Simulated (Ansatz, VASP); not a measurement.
Os: VASP beside Ansatz

File INCAR:

```
ALGO = Normal
EDIFF = 1E-6
EDIFFG = -0.01
ENCUT = 600
GGA = PS
IBRION = 2
ISIF = 3
ISMEAR = -1
IVDW = 13
LASPH = True
LCHARG = False
LREAL = False
LWAVE = False
NELM = 60
NSW = 40
PREC = Accurate
SIGMA = 0.05
```

File KPOINTS:

```
k-points
0
Gamma
  11 11 6
```

Contents of POSCAR:

```
Os
1.0
    2.7341000000      0.0000000000      0.0000000000
   -1.3670500000      2.3678000565      0.0000000000
    0.0000000000      0.0000000000      4.3197000000
Os
2
Direct
    0.6666666667      0.3333333333      0.7500000000
    0.3333333333      0.6666666667      0.2500000000
```

The input input.yaml:

```yaml
crystal:
  lattice:
    - [2.7341, 0.0, 0.0]
    - [-1.36705, 2.3678000565, 0.0]
    - [0.0, 0.0, 4.3197]
  atoms:
    - { symbol: Os, position: [0.6666666667, 0.3333333333, 0.75] }
    - { symbol: Os, position: [0.3333333333, 0.6666666667, 0.25] }
hamiltonian:
  xc: pbesol
  pseudopotentials: { kind: paw }
  dispersion: d4
kpoints:
  mp_grid: { grid: [11, 11, 6] }
scf:
  occupations: { method: fermi_dirac, width: 0.05 }
output:
  forces: true
  stress: true
  write_density: true
  write_potential: true
  elf: true
  volumetric_format: npy
relax:
  f_tol: 0.01
  max_steps: 40
  cell: { stress_tol: 0.05 }
```

Alike in both runs: task relaxation of cell and atoms; functional PBEsol; dispersion D4; k mesh 11 × 11 × 6; occupations fermi-dirac, width 0.05 eV; no spin polarisation.

```csv
,VASP,Ansatz
version,VASP 6.6.1,Ansatz 0.2.0
potentials or method,"VASP PAW PBE potentials, release 64 (Os)",Ansatz PAW
plane-wave cutoff (eV),600,420
valence electrons in the cell,16,32
```

|  | VASP | Ansatz | Ansatz less VASP |
| --- | --- | --- | --- |
| gap on the k mesh at the Fermi level, each at its own relaxed structure (eV) | none | none | - |
| relaxed volume (Å³/atom) | 13.78 | 13.76 | -0.026 |
| relaxed cell length with the largest relative difference (Å) | 2.721 | 2.719 | -0.0021 |
| energy change over the relaxation (meV/atom) | -4 | -5 | -0.8 |

A gap of «none» marks a metal or a gap that the smearing closes. The two sets of potentials don't hold the same shells in valence.

Caveats: pairwise dispersion overbinds metals, which lowers pressure and volume; the PAW data sets were made with another functional, which shifts forces and pressure a little (VASP); the plane-wave basis is chosen anew once the cell has moved, so the energies of steps on either side of that aren't comparable (Ansatz); the PAW data sets come from PBE, with cores solved anew for the run's functional, which leaves a small shift of forces and pressure (Ansatz). Spin-orbit coupling is left out, which matters for the levels of Os.
